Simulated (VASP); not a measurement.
# GaP (F-43m) in VASP: further runs, part 2 of 3

VASP 6.6.1.

## Step 3: Optical spectrum, LDA

Input file INCAR:

```
PREC = Accurate
ENCUT = 520
EDIFF = 1E-7
ISMEAR = 0
SIGMA = 0.02
LREAL = False
LASPH = True
NELM = 100
ALGO = Normal
ISIF = 2
LWAVE = False
LCHARG = False
LOPTICS = True
NBANDS = 33
NEDOS = 2000
CSHIFT = 0.1
```

Input file KPOINTS:

```
regular mesh
0
Gamma
  14 14 14
```

Input file POSCAR:

```
GaP                                     
1.0
    0.0000000000      2.6967212633      2.6967212633
    2.6967212633      0.0000000000      2.6967212633
    2.6967212633      2.6967212633      0.0000000000
  Ga              P             
     1     1
Direct
     0.0000000000000000    0.0000000000000000    0.0000000000000000
     0.2500000000000000    0.2500000000000000    0.2500000000000000
```

Potentials or basis: VASP PAW LDA potentials, release 64 (Ga_d, P).

On the command line:

```sh
$ cat potpaw_LDA.64/Ga_d/POTCAR potpaw_LDA.64/P/POTCAR > POTCAR
$ mpirun -np 1 vasp_std > vasp.out
```

OUTCAR:

```text
PREC = Accurate
   ENCUT = 520
   EDIFF = 1E-7
   ISMEAR = 0
   LREAL = False
   LASPH = True
   NELM = 100
   ISIF = 2

 ion  position               nearest neighbor table
   1  0.000  0.000  0.000-   2 2.34   2 2.34   2 2.34   2 2.34
   2  0.250  0.250  0.250-   1 2.34   1 2.34   1 2.34   1 2.34

  LATTYP: Found a face centered cubic cell.
 ALAT       =     5.3934425266

  Lattice vectors:

 A1 = (   0.0000000000,   2.6967212633,   2.6967212633)
 A2 = (   2.6967212633,   0.0000000000,   2.6967212633)
 A3 = (   2.6967212633,   2.6967212633,   0.0000000000)

Analysis of symmetry for initial positions (statically):
=====================================================================
 Subroutine PRICEL returns:
 Original cell was already a primitive cell.

 Routine SETGRP: Setting up the symmetry group for a
 face centered cubic supercell.

 Subroutine GETGRP returns: Found 24 space group operations
 (whereof 24 operations were pure point group operations)
 out of a pool of 48 trial point group operations.

The static configuration has the point symmetry T_d .

Analysis of symmetry for dynamics (positions and initial velocities):
=====================================================================
 Subroutine PRICEL returns:
 Original cell was already a primitive cell.

 Routine SETGRP: Setting up the symmetry group for a
 face centered cubic supercell.

 Subroutine GETGRP returns: Found 24 space group operations
 (whereof 24 operations were pure point group operations)
 out of a pool of 48 trial point group operations.

The dynamic configuration has the point symmetry T_d .

 Subroutine INISYM returns: Found 24 space group operations
 (whereof 24 operations are pure point group operations),
 and found     1 'primitive' translations

----------------------------------------------------------------------------------------

                                     Primitive cell

  volume of cell :      39.2228

  direct lattice vectors                    reciprocal lattice vectors
     0.000000000  2.696721263  2.696721263    -0.185410338  0.185410338  0.185410338
     2.696721263  0.000000000  2.696721263     0.185410338 -0.185410338  0.185410338
[... 127 lines left out ...]
  ext. energy  EPLUGINS =         0.00000000
  ---------------------------------------------------
  free energy    TOTEN  =       -10.45361313 eV

  energy without entropy =      -10.45361313  energy(sigma->0) =      -10.45361313

 E-fermi :   4.9136     XC(G=0): -10.3059

 val. band max:        4.8341962944   @ k =   0.0000   0.0000   0.0000
 cond. band min:       6.2205850461   @ k =   0.4286   0.4286   0.0000
 fundamental gap:      1.3863887517
 Fermi energy:         4.9136447206

 k-point     1 :       0.0000    0.0000    0.0000
  band No.  band energies     occupation
      1      -9.9276      2.00000
      2      -9.9276      2.00000
      3      -9.9276      2.00000
      4      -9.8196      2.00000
      5      -9.8196      2.00000
      6      -7.9166      2.00000
[... 565 lines left out ...]
     20      23.1465      0.00000
     21      23.3432      0.00000

 [... further k-points ...]

 [bands above 21 left out]

------------------------ aborting loop because EDIFF is reached ----------------------------------------

  FORCE on cell =-STRESS in cart. coord.  units (eV):
  Direction    XX          YY          ZZ          XY          YZ          ZX
  --------------------------------------------------------------------------------------
  -------------------------------------------------------------------------------------
  Total       -0.0001035     -0.0001035     -0.0001035      0.0000000      0.0000000      0.0000000
  in kB       -0.0042294     -0.0042294     -0.0042294      0.0000000      0.0000000      0.0000000
  external PRESSURE =      -0.0042294 kB  Pullay stress =       0.0000000 kB

 VOLUME and BASIS-vectors are now :
 -----------------------------------------------------------------------------
  energy-cutoff  :      520.00
  volume of cell :       39.22
      direct lattice vectors                 reciprocal lattice vectors
     0.000000000  2.696721263  2.696721263    -0.185410338  0.185410338  0.185410338
     2.696721263  0.000000000  2.696721263     0.185410338 -0.185410338  0.185410338
     2.696721263  2.696721263  0.000000000     0.185410338  0.185410338 -0.185410338

 POSITION                                       TOTAL-FORCE (eV/Angst)
 -----------------------------------------------------------------------------------
      0.00000      0.00000      0.00000         0.000000      0.000000      0.000000
      1.34836      1.34836      1.34836        -0.000000     -0.000000     -0.000000
 -----------------------------------------------------------------------------------
    total drift:                                0.000000      0.000000      0.000000

  FREE ENERGIE OF THE ION-ELECTRON SYSTEM (eV)
  ---------------------------------------------------
  free  energy   TOTEN  =       -10.4536131261 eV

  energy  without entropy=      -10.4536131261  energy(sigma->0) =      -10.45361313

 electrical conductivity sigma (Mega S m-1) (frequency dependency in vasprun.xml)
  --------------------------------------------------------------------------------------
       0.000      -0.000       0.000
      -0.000       0.000       0.000
       0.000      -0.000       0.000

  frequency dependent IMAGINARY DIELECTRIC FUNCTION (independent particle, no local field effects) density-density
     E(ev)      X         Y         Z        XY        YZ        ZX
  --------------------------------------------------------------------------------------------------------------
     0.00000     0.00000     0.00000     0.00000     0.00000     0.00000     0.00000
     0.66208     0.08904     0.08904     0.08904    -0.00000    -0.00000     0.00000
     1.32416     0.23630     0.23630     0.23630    -0.00000    -0.00000     0.00000
     1.98624     0.94257     0.94257     0.94257    -0.00000    -0.00000     0.00000
     2.64832     5.26607     5.26607     5.26607    -0.00000    -0.00000    -0.00000
     3.31041    11.00583    11.00583    11.00583    -0.00000     0.00000     0.00000
[... 92 lines left out ...]
    64.88394     0.00029     0.00029     0.00029    -0.00000    -0.00000    -0.00000
    65.54602     0.00027     0.00027     0.00027    -0.00000    -0.00000    -0.00000

  frequency dependent      REAL DIELECTRIC FUNCTION (independent particle, no local field effects) density-density
     E(ev)        X           Y           Z          XY          YZ          ZX
  --------------------------------------------------------------------------------------------------------------
     0.00000    11.31328    11.31328    11.31328    -0.00000    -0.00000     0.00000
     0.66208    11.59588    11.59588    11.59588    -0.00000     0.00000     0.00000
     1.32416    12.60259    12.60259    12.60259     0.00000     0.00000     0.00000
     1.98624    14.66061    14.66061    14.66061     0.00000     0.00000     0.00000
     2.64832    21.60455    21.60455    21.60455     0.00000     0.00000     0.00000
     3.31041    16.95007    16.95007    16.95007    -0.00000    -0.00000     0.00000
[... 92 lines left out ...]
    64.88394     0.91897     0.91897     0.91897    -0.00000     0.00000    -0.00000
    65.54602     0.92082     0.92082     0.92082    -0.00000     0.00000    -0.00000

  frequency dependent IMAGINARY DIELECTRIC FUNCTION (independent particle, no local field effects) current-current
     E(ev)      X         Y         Z        XY        YZ        ZX
  --------------------------------------------------------------------------------------------------------------
     0.00000    62.28443    62.28443    62.28443    -0.00000     0.00000    -0.00000
     0.66208     3.28812     3.28812     3.28812    -0.00000     0.00000    -0.00000
     1.32416     1.98767     1.98767     1.98767    -0.00000     0.00000    -0.00000
     1.98624     2.31537     2.31537     2.31537    -0.00000     0.00000    -0.00000
     2.64832     6.82338     6.82338     6.82338     0.00000     0.00000    -0.00000
     3.31041    11.96137    11.96137    11.96137    -0.00000    -0.00000     0.00000
[... 92 lines left out ...]
    64.88394     0.00004     0.00004     0.00004     0.00000    -0.00000    -0.00000
    65.54602     0.00003     0.00003     0.00003     0.00000    -0.00000    -0.00000

  frequency dependent      REAL DIELECTRIC FUNCTION (independent particle, no local field effects) current-current
     E(ev)        X           Y           Z          XY          YZ          ZX
  --------------------------------------------------------------------------------------------------------------
     0.00000    11.28374    11.28374    11.28374    -0.00000    -0.00000    -0.00000
     0.66208    11.56352    11.56352    11.56352    -0.00000    -0.00000    -0.00000
     1.32416    12.56083    12.56083    12.56083    -0.00000    -0.00000    -0.00000
     1.98624    14.55909    14.55909    14.55909    -0.00000    -0.00000    -0.00000
     2.64832    21.19725    21.19725    21.19725     0.00000     0.00000    -0.00000
     3.31041    16.28149    16.28149    16.28149    -0.00000    -0.00000     0.00000
[... 92 lines left out ...]
    64.88394     0.91900     0.91900     0.91900     0.00000     0.00000    -0.00000
    65.54602     0.92085     0.92085     0.92085     0.00000     0.00000    -0.00000
```

OSZICAR:

```text
N       E                     dE             d eps       ncg     rms          rms(c)
DAV:   1     0.122257370642E+03    0.12226E+03   -0.68912E+03  8786   0.792E+02
DAV:   2     0.392097977668E+01   -0.11834E+03   -0.10392E+03  7144   0.258E+02
DAV:   3    -0.104858485662E+02   -0.14407E+02   -0.14153E+02  8352   0.536E+01
DAV:   4    -0.107843932908E+02   -0.29854E+00   -0.29828E+00  8092   0.790E+00
DAV:   5    -0.107863531456E+02   -0.19599E-02   -0.19597E-02  8303   0.650E-01    0.448E+00
DAV:   6    -0.105095033192E+02    0.27685E+00   -0.13703E-01 10163   0.516E+00    0.294E+00
DAV:   7    -0.104583754180E+02    0.51128E-01   -0.40483E-02  7956   0.940E-01    0.105E+00
DAV:   8    -0.104536925314E+02    0.46829E-02   -0.77958E-03  8393   0.510E-01    0.231E-01
DAV:   9    -0.104536154765E+02    0.77055E-04   -0.59372E-04  9225   0.170E-01    0.768E-02
DAV:  10    -0.104536083881E+02    0.70884E-05   -0.26193E-05  9903   0.359E-02    0.357E-02
DAV:  11    -0.104536132071E+02   -0.48191E-05   -0.51638E-06  7853   0.171E-02    0.103E-02
DAV:  12    -0.104536131261E+02    0.81027E-07   -0.16391E-07  8299   0.172E-03
   1 F= -.10453613E+02 E0= -.10453613E+02  d E =-.172953E-11
 imaginary and real dielectric function
```

stdout:

```text
POSCAR found type information on POSCAR GaP
 POSCAR found :  2 types and       2 ions
 scaLAPACK will be used
 LDA part: xc-table for (Slater(with rela. corr.)+CA(PZ))
 , standard interpolation
 POSCAR, INCAR and KPOINTS ok, starting setup
 FFT: planning ... GRIDC
 FFT: planning ... GRID_SOFT
 FFT: planning ... GRID
 WAVECAR not read
 entering main loop
 optical routines
 imaginary and real dielectric function
 recalculating local potential from charge density
 direction            1
 direction            2
 direction            3
```

Run time: 96 s. Hardware: 1 thread of Intel Xeon Platinum 8488C (Sapphire Rapids), shared host; peak memory 0.31 GiB.

Results:

* Free energy: -10.4536 eV
* Pressure: 0.0 GPa
* Band gap on the k mesh: 1.39 eV, indirect (least direct gap 1.90 eV)

Dielectric function (mean over the directions given):
| energy (eV) | real part | imaginary part |
| --- | --- | --- |
| 0.30 | 11.37 | 0.04 |
| 0.79 | 11.73 | 0.11 |
| 1.29 | 12.53 | 0.23 |
| 1.79 | 14.20 | 0.67 |
| 2.28 | 17.31 | 1.86 |
| 2.78 | 19.43 | 12.20 |
| 3.28 | 16.74 | 10.74 |
| 3.77 | 18.67 | 16.57 |
| 4.27 | 13.41 | 25.45 |
| 4.77 | 0.61 | 21.51 |
| 5.26 | -8.29 | 11.25 |
| 5.76 | -5.39 | 11.05 |
| 6.26 | -3.54 | 10.21 |
| 6.85 | -6.23 | 4.14 |
| 7.35 | -4.40 | 4.16 |
| 7.85 | -3.79 | 3.01 |
| 8.34 | -3.26 | 2.79 |
| 8.84 | -2.78 | 2.58 |
| 9.34 | -2.56 | 1.69 |
| 9.83 | -2.18 | 1.51 |
| 10.33 | -2.11 | 1.21 |
| 10.82 | -1.74 | 1.09 |
| 11.32 | -1.45 | 0.88 |
| 11.82 | -1.30 | 0.61 |
| 12.31 | -1.07 | 0.66 |
| 12.81 | -0.87 | 0.52 |
| 13.41 | -0.75 | 0.45 |
| 13.90 | -0.58 | 0.36 |
| 14.40 | -0.44 | 0.34 |
| 14.90 | -0.27 | 0.27 |
| 15.39 | -0.24 | 0.23 |
| 15.89 | -0.12 | 0.20 |
| 16.39 | 0.01 | 0.23 |
| 16.88 | 0.08 | 0.21 |
| 17.38 | 0.14 | 0.30 |
| 17.88 | 0.12 | 0.22 |
| 18.37 | 0.21 | 0.18 |
| 18.87 | 0.29 | 0.25 |
| 19.37 | 0.23 | 0.22 |
| 19.96 | 0.31 | 0.22 |

Caveat: independent-particle spectra lack excitons.

(Part 2 of 3 ends here.)
